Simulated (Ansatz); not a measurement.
## Au (P6_3/mmc) under several functionals

Plane-wave DFT in Ansatz with scalar-relativistic PAW potentials. The same structure was relaxed (cell and atoms, symmetry kept) in separate runs at each level. No spin polarisation.

Problem. How do the levels LDA, PBE, PBEsol, r2SCAN compare?

Solution.
| level | cutoff (eV) | k mesh | V (Å³/atom) | a (Å) | c (Å) | B0 (GPa) |
| --- | --- | --- | --- | --- | --- | --- |
| LDA | 420 | 18×18×10 | 16.586 | 2.838 | 4.754 | – |
| PBEsol | 420 | 18×18×10 | 17.029 | 2.865 | 4.791 | 169 |
| r2SCAN | 500 | 18×18×10 | 17.597 | 2.890 | 4.865 | 148 |
| PBE | 420 | 18×18×10 | 18.017 | 2.917 | 4.890 | 135 |

The usual order of volumes, LDA < PBEsol < PBE, holds here (16.586, 17.029, 18.017 Å³/atom). As a rule LDA overbinds; PBEsol, built on the gradient expansion of slowly varying densities, lies between LDA and PBE; PBE's stronger gradient term for exchange weakens bonds. r2SCAN lies 2.3 % under PBE in volume. B0 goes from 169.4 to 134.9 GPa as the volume grows by 5.8 %; on one curve with B' = 6.0 the volume alone, B ∝ V^(−B'), would give 121.1 GPa, and the rest of the difference is the functional's own stiffness.

Spin–orbit coupling is left out, which can shift energies with elements as heavy as these.

This form isn't the element's structure at ambient conditions.